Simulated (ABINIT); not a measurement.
# Pb (P-1) in ABINIT: phonons with LDA-PZ

Aim: the phonons of Pb with LDA-PZ.

Everything below comes from runs of ABINIT 10.8.3 (patched build). Logs are shortened: lines on timing, memory, paths and dates and some standing lists are left out, and cuts for length are marked. The log counts tension as positive stress, the text compression.

### 1 The cell of the first run

The typed cell holds 2 atoms: a = 4.863 Å, b = 4.863 Å, c = 4.863 Å, α = 60.00°, β = 60.00°, γ = 60.00°.

This isn't the form of Pb at room conditions, which is fcc.

### 2 Phonons, LDA-PZ (atoms moved at random, drawn with an rms of 0.1 Å)

Contents of run.abi:

```
# Datasets
ndtset 2

# Pseudopotentials
pp_dirpath "./"
pseudos "Pb.LDA_PW-JTH_sp.xml"

# Structure
acell 3*1.0 Angstrom
rprim
     0.0000000000     3.4390000555     3.4390000555
     3.4390000555     0.0000000000     3.4390000555
     3.4390000555     3.4390000555     0.0000000000
ntypat 1
znucl 82
natom 2
typat 1 1
chkprim 0
chksymtnons 0
tolsym 1.0e-6
xred
   0.2425040000   0.2532610000   0.2382260000
  -0.0123500000   0.0157270000  -0.0112210000

# Plane-wave basis
ecut 15.0
pawecutdg 30.0

# k points
ngkpt 8 8 8
nshiftk 1
shiftk 0.0 0.0 0.0

# Exchange and correlation
ixc 2

# Bands and occupations
nband 12
occopt 6
tsmear 0.00367493

# SCF cycle
nstep 80

# Output
prteig 0
prtebands 0
prtwf 0
prtden 0
prtpot 0

# Dataset 1: ground state
kptopt1 1
tolvrs1 1.0e-11
prtwf1 1
tolwfr1 1.0e-14
nbdbuf1 4
nline1 6

# Dataset 2: response at q = 0 to atomic displacements
rfphon2 1
rfatpol2 1 2
rfdir2 1 1 1
getwfk2 1
kptopt2 2
nqpt2 1
qpt2 0.0 0.0 0.0
tolvrs2 1.0e-8
```

Contents of mrgddb.in:

```
merged_DDB
Pb
2
runo_DS1_DDB
runo_DS2_DDB
```

Contents of anaddb.abi:

```
ddb_filepath "merged_DDB"
output_file "anaddb.abo"
outdata_prefix "ana"
asr 1
chneut 0
dipdip 0
dieflag 0
enunit 0
eivec 1
nph1l 1
qph1l 0.0 0.0 0.0 1.0
```

Potentials or basis: JTH PAW LDA v2.0 sp.

On the command line:

```sh
abinit run.abi > log 2>&1
mrgddb < mrgddb.in > mrgddb.log 2>&1
anaddb anaddb.abi > anaddb.log 2>&1
```

run.abo:

```text
.Version 10.8.3 of ABINIT
 DATASET    1 : space group P-1 (#  2); Bravais aP (primitive triclinic)
================================================================================
 Values of the parameters that define the memory need for DATASET  1.
     intxc =       0    ionmov =       0      iscf =      17    lmnmax =      13
     lnmax =       5     mgfft =      36  mpssoang =       3    mqgrid =    3001
     natom =       2  nloc_mem =       2    nspden =       1   nspinor =       1
    nsppol =       1      nsym =       2    n1xccc =       1    ntypat =       1
    occopt =       6   xclevel =       1
       mpw =        1540          nfft =       46656          nkpt =         260
 PAW method is used; the additional fine FFT grid is defined by:
   mgfftf=        48    nfftf =    110592
================================================================================
================================================================================

 DATASET    2 : space group P-1 (#  2); Bravais aP (primitive triclinic)
================================================================================
 Values of the parameters that define the memory need for DATASET  2 (RF).
     intxc =       0      iscf =       7    lmnmax =      13     lnmax =       5
     mgfft =      36  mpssoang =       3    mqgrid =    3001     natom =       2
  nloc_mem =       2    nspden =       1   nspinor =       1    nsppol =       1
      nsym =       2    n1xccc =       1    ntypat =       1    occopt =       6
   xclevel =       1
      nfft =       46656          nkpt =         260
================================================================================
================================================================================

--------------------------------------------------------------------------------
------------- Echo of variables that govern the present computation ------------
--------------------------------------------------------------------------------
 -outvars: echo values of preprocessed input variables --------
            acell      1.8897261259E+00  1.8897261259E+00  1.8897261259E+00 Bohr
              amu      2.07200000E+02
          chkprim           0
      chksymtnons           0
             ecut      1.50000000E+01 Hartree
           getwfk1          0
           getwfk2          1
             iscf1         17
             iscf2          7
                       outvar_i_n : Printing only first  50 k-points.
              ixc           2
           jdtset        1    2
                       outvar_i_n : Printing only first  50 k-points.
           kptopt1          1
           kptopt2          2
         kptrlatt        8    0    0      0    8    0      0    0    8
          kptrlen      7.35251696E+01
            natom           2
            nband          12
           nbdbuf1          4
           nbdbuf2          2
           ndtset           2
            ngfft          36      36      36
          ngfftdg          48      48      48
             nkpt         260
            nline1          6
            nline2          4
             nqpt1          0
             nqpt2          1
            nstep          80
             nsym           2
           ntypat           1
                       prtocc : prtvol=0, do not print more k-points.
           occopt           6
        optdriver1          0
        optdriver2          1
        pawecutdg      3.00000000E+01 Hartree
           prtden           0
        prtebands           0
           prteig           0
            prtwf1          1
            prtwf2          0
           rfphon1          0
           rfphon2          1
            rprim      0.0000000000E+00  3.4390000555E+00  3.4390000555E+00
                       3.4390000555E+00  0.0000000000E+00  3.4390000555E+00
                       3.4390000555E+00  3.4390000555E+00  0.0000000000E+00
          spgroup           2
           tolsym      1.00000000E-06
           tolvrs1     1.00000000E-11
           tolvrs2     1.00000000E-08
           tolwfr1     1.00000000E-14
           tolwfr2     0.00000000E+00
           tsmear      3.67493000E-03 Hartree
            typat      1  1
           useylm           1
                       outvars : Printing only first  50 k-points.
           xangst      1.6902238203E+00  1.6532304967E+00  1.7049358625E+00
                       1.5496134250E-02 -8.1060670308E-02  1.1613503187E-02
            xcart      3.1940601118E+00  3.1241528617E+00  3.2218618424E+00
                       2.9283449743E-02 -1.5318246646E-01  2.1946340387E-02
             xred      2.4250400000E-01  2.5326100000E-01  2.3822600000E-01
                      -1.2350000000E-02  1.5727000000E-02 -1.1221000000E-02
            znucl       82.00000

================================================================================

[... 167 lines left out ...]
...

--- !EnergyTermsDC
iteration_state     : {dtset: 1, }
comment             : '"Double-counting" decomposition of free energy'
band_energy         : -1.80106034993807E+00
Ewald energy        : -6.63054789339266E+00
psp_core            :  1.16055578355197E+00
xc_dc               : -4.50100773398651E+00
PAW spherical_terms :  4.23766351069763E+00
internal            : -7.53439668306763E+00
'-kT*entropy'       : -1.99168366186420E-05
total_energy_dc     : -7.53441659990425E+00
total_energy_dc_eV  : -2.05021920238126E+02
...

--- !EnergyTermsWithPAWCore
iteration_state     : {dtset: 1, }
comment             : 'Components of total free energy, including PAW core contributions'
Total energy        : -4.17416952568726E+04
Total energy DC     : -4.17416952566582E+04
Total energy (eV)   : -1.13584939219679E+06
Total energy DC (eV): -1.13584939219096E+06
...

 Cartesian components of stress tensor (hartree/bohr^3)
  sigma(1 1)=  2.66864269E-05  sigma(3 2)= -1.87061882E-05
  sigma(2 2)=  2.30487206E-05  sigma(3 1)=  5.43901076E-06
  sigma(3 3)=  2.40961035E-05  sigma(2 1)= -1.06732014E-05

-Cartesian components of stress tensor (GPa)         [Pressure= -7.2406E-01 GPa]
- sigma(1 1)=  7.85141786E-01  sigma(3 2)= -5.50355058E-01
- sigma(2 2)=  6.78116773E-01  sigma(3 1)=  1.60021221E-01
- sigma(3 3)=  7.08931840E-01  sigma(2 1)= -3.14016425E-01

================================================================================
== DATASET  2 ==================================================================

--- !DatasetInfo
iteration_state: {dtset: 2, }
dimensions: {natom: 2, nkpt: 260, mband: 12, nsppol: 1, nspinor: 1, nspden: 1, mpw: 1540, }
cutoff_energies: {ecut:  15.0, pawecutdg:  30.0, }
electrons: {nelect:   8.00000000E+00, charge:   0.00000000E+00, occopt:   6.00000000E+00, tsmear:   3.67493000E-03, }
meta: {optdriver: 1, rfphon: 1, }
...

 mkfilename : getwfk/=0, take file _WFK from output of DATASET   1.

 Exchange-correlation functional for the present dataset will be:
  LDA: Perdew-Zunger-Ceperley-Alder - ixc=2
  J.P.Perdew and A.Zunger, PRB 23, 5048 (1981)

 Real(R)+Recip(G) space primitive vectors, cartesian coordinates (Bohr,Bohr^-1):
 R(1)=  0.0000000  6.4987683  6.4987683  G(1)= -0.0769377  0.0769377  0.0769377
 R(2)=  6.4987683  0.0000000  6.4987683  G(2)=  0.0769377 -0.0769377  0.0769377
 R(3)=  6.4987683  6.4987683  0.0000000  G(3)=  0.0769377  0.0769377 -0.0769377
 Unit cell volume ucvol=  5.4893781E+02 bohr^3
 Angles (23,13,12)=  6.00000000E+01  6.00000000E+01  6.00000000E+01 degrees
 setup1 : take into account q-point for computing boxcut.

 Coarse grid specifications (used for wave-functions):

 getcut: wavevector=  0.0000  0.0000  0.0000  ngfft=  36  36  36
         ecut(hartree)=     15.000   => boxcut(ratio)=   2.24670

 getcut : COMMENT -
  Note that boxcut > 2.2 ; recall that boxcut=Gcut(box)/Gcut(sphere) = 2
  is sufficient for exact treatment of convolution.
  Such a large boxcut is a waste : you could raise ecut
  e.g. ecut=   18.928782 Hartrees makes boxcut=2

 Fine grid specifications (used for densities):

 getcut: wavevector=  0.0000  0.0000  0.0000  ngfft=  48  48  48
         ecut(hartree)=     30.000   => boxcut(ratio)=   2.11821
--------------------------------------------------------------------------------

 ==>  initialize data related to q vector <==

 The list of irreducible perturbations for this q vector is:
    1)    idir= 1    ipert=   1
    2)    idir= 2    ipert=   1
    3)    idir= 3    ipert=   1

================================================================================
[... 146 lines left out ...]
 2DEtotal=    0.4105008580E+01 Ha. Also 2DEtotal=    0.111702974013E+03 eV
    (2DErelax=   -5.7458012013E+01 Ha. 2DEnonrelax=    6.1563020593E+01 Ha)
    (  non-var. 2DEtotal :    4.1050045501E+00 Ha)

================================================================================

 ---- first-order wavefunction calculations are completed ----

 ==> Compute Derivative Database <==

  Dynamical matrix, in cartesian coordinates,
   if specified in the inputs, asr has been imposed
     j1       j2             matrix element
  dir pert dir pert     real part    imaginary part

   1    1   1    1         0.0515408503        -0.0000000000
   1    1   2    1        -0.0000914495        -0.0000000000
   1    1   3    1         0.0019755181         0.0000000000
   1    1   1    2        -0.0515408503         0.0000000000
   1    1   2    2         0.0000914495         0.0000000000
   1    1   3    2        -0.0019755181        -0.0000000000
[... 29 lines left out ...]
   3    2   1    1        -0.0019755181         0.0000000000
   3    2   2    1         0.0014431405        -0.0000000000
   3    2   3    1        -0.0472563667         0.0000000000
   3    2   1    2         0.0019755181        -0.0000000000
   3    2   2    2        -0.0014431405         0.0000000000
   3    2   3    2         0.0472563667        -0.0000000000

  Phonon wavevector (reduced coordinates) :  0.00000  0.00000  0.00000
 Phonon energies in Hartree :
   0.000000E+00  0.000000E+00  0.000000E+00  4.870081E-04  5.014605E-04
   5.266133E-04
 Phonon frequencies in cm-1    :
   0.000000E+00  0.000000E+00  0.000000E+00  1.068859E+02  1.100579E+02
   1.155783E+02

== END DATASET(S) ==============================================================
================================================================================

 -outvars: echo values of variables after computation  --------
            acell      1.8897261259E+00  1.8897261259E+00  1.8897261259E+00 Bohr
           etotal1    -7.5344165999E+00
           etotal2     4.1050085800E+00
            fcart1     3.9389834842E-03 -1.3354493109E-03  2.2941600686E-03
                      -3.9389834842E-03  1.3354493109E-03 -2.2941600686E-03
            fcart2     0.0000000000E+00  0.0000000000E+00  0.0000000000E+00
                       0.0000000000E+00  0.0000000000E+00  0.0000000000E+00
            rprim      0.0000000000E+00  3.4390000555E+00  3.4390000555E+00
                       3.4390000555E+00  0.0000000000E+00  3.4390000555E+00
                       3.4390000555E+00  3.4390000555E+00  0.0000000000E+00
           strten1     2.6686426895E-05  2.3048720627E-05  2.4096103481E-05
                      -1.8706188215E-05  5.4390107564E-06 -1.0673201352E-05
           strten2     0.0000000000E+00  0.0000000000E+00  0.0000000000E+00
                       0.0000000000E+00  0.0000000000E+00  0.0000000000E+00
           xangst      1.6902238203E+00  1.6532304967E+00  1.7049358625E+00
                       1.5496134250E-02 -8.1060670308E-02  1.1613503187E-02
             xred      2.4250400000E-01  2.5326100000E-01  2.3822600000E-01
                      -1.2350000000E-02  1.5727000000E-02 -1.1221000000E-02
 Calculation completed.
```

Wall time 13 min (1 thread of Arm Neoverse V1, shared host); peak memory 0.65 GiB.

What came out:

```yaml
Free_energy: -205.0219 eV
Pressure: -0.7 GPa
Largest_force: 0.244 eV/Å
Band_gap_on_the_k_mesh: none (metal or under the smearing width)
Highest_phonon_frequency_at_Γ: 116 cm⁻¹
```

Forces on the atoms (eV/Å):
```
Pb   0.203 -0.069  0.118
Pb  -0.203  0.069 -0.118
```

Stress tensor (GPa, compression positive):
```
-0.79  0.31 -0.16
 0.31 -0.68  0.55
-0.16  0.55 -0.71
```

Phonon frequencies in cm⁻¹ (negative: imaginary):
```tsv
q point	frequencies
(0.000, 0.000, 0.000)	0 0 0 107 110 116
```

Caveat: the atoms weren't relaxed first, which shifts response properties; this set keeps more shells in the core, which shifts pressures and gaps; the atomic spheres overlap. Spin-orbit coupling is left out, which matters for the levels of Pb.
